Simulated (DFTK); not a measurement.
HfN:

```xyz
2
Lattice="0.0000 2.2560 2.2560 2.2560 0.0000 2.2560 2.2560 2.2560 0.0000" Properties=species:S:1:pos:R:3 pbc="T T T"
Hf    0.0000    0.0000    0.0000
N     2.2560    2.2560    2.2560
```

```yaml
Program: DFTK 0.8.2
Task: single point
Functional: PBEsol
Potentials_or_basis: dojo.nc.sr.pbesol.v0_4_1.standard.upf (PBEsol)
Cutoff: 1143 eV
k_mesh: 10 × 10 × 10
Occupations: fermi-dirac, width 0.05 eV
Spin: no spin polarisation
```

On this cell: pressure -2.8 GPa; largest force zero by symmetry; band gap on the k mesh none (metal or under the smearing width).

The same run follows on a disturbed copy (atoms moved at random, drawn with an rms of 0.05 Å):

```
Hf N
1.0
     0.00000    2.25600    2.25600
     2.25600    0.00000    2.25600
     2.25600    2.25600    0.00000
Hf N
1 1
Direct
  0.02558 0.01152 0.98645
  0.48681 0.50285 0.51365
```

What changes?

The energy (extrapolated to zero smearing) moves by +39.0 meV/atom; pressure -0.9 GPa; largest force 1.350 eV/Å; band gap on the k mesh none (metal or under the smearing width).

Forces in eV/Å, atoms in the order of the input:
```
Hf   0.476 -0.298 -1.228
N   -0.476  0.298  1.228
```

Stress tensor (GPa, compression positive):
```
-2.00  0.09  0.47
 0.09 -2.37 -0.30
 0.47 -0.30  1.57
```
